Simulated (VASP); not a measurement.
Write the native input for VASP 6.6.1 that does the following.

```
Task                   : single point
Functional             : PBE
Potentials or basis    : VASP PAW PBE potentials, release 64 (Rh_pv)
Cutoff                 : 520 eV
k mesh                 : 11 × 11 × 2
Occupations            : fermi-dirac, width 0.05 eV
Spin                   : no spin polarisation
Further INCAR settings : ALGO = Normal; EDIFF = 1e-07; NBANDS = 70
```

The structure of Rh lies in POSCAR:

```
Rh
1.0
    2.6917446200      0.0000000000      0.0000000000
   -1.3458723100      2.3311192200      0.0000000000
    0.0000000000      0.0000000000     17.5961402600
Rh
8
Direct
    0.9984666800      0.0471181200      0.0067607000
    0.9876734700      0.9970937300      0.5008644400
    0.3804876800      0.6982391600      0.1209683200
    0.3439332700      0.6672161000      0.6219357500
    0.0855699200      0.0300747000      0.2511697400
    0.9437213500      0.9873130500      0.7449330900
    0.6254202700      0.2407630500      0.3720924200
    0.6347273600      0.3321820800      0.8812755300
```

The cell isn't the ideal one: all atoms moved at random, sigma 0.1 Å a component.

The input as run:

INCAR

```
SYSTEM = Rh
PREC = Accurate ; ENCUT = 520
EDIFF = 1E-7 ; ISMEAR = -1
SIGMA = 0.05 ; LREAL = .FALSE.
LASPH = .TRUE. ; NELM = 100
ALGO = Normal ; ISIF = 2
LWAVE = .FALSE. ; LCHARG = .FALSE.
GGA = PE ; NBANDS = 70
```

KPOINTS

```
regular mesh
0
G
  11 11 2
  0 0 0
```

Potentials or basis: VASP PAW PBE potentials, release 64 (Rh_pv).

Launch:

```sh
$ cat potpaw_PBE.64/Rh_pv/POTCAR > POTCAR
$ mpirun -np 1 vasp_std > vasp.out
```

It gave:

```json
{
 "Pressure": "8.5 GPa",
 "Largest force": "2.333 eV/Å",
 "Band gap on the k mesh": "none (metal or under the smearing width)"
}
```

Caveat: forces of over 1 eV/Å show positions far from the minimum, so gaps and moduli don't describe the material at rest.

Run time: 19 min on 1 thread of Intel(R) Xeon(R) Platinum 8488C (Sapphire Rapids), on a shared host, peak memory 0.67 GiB.
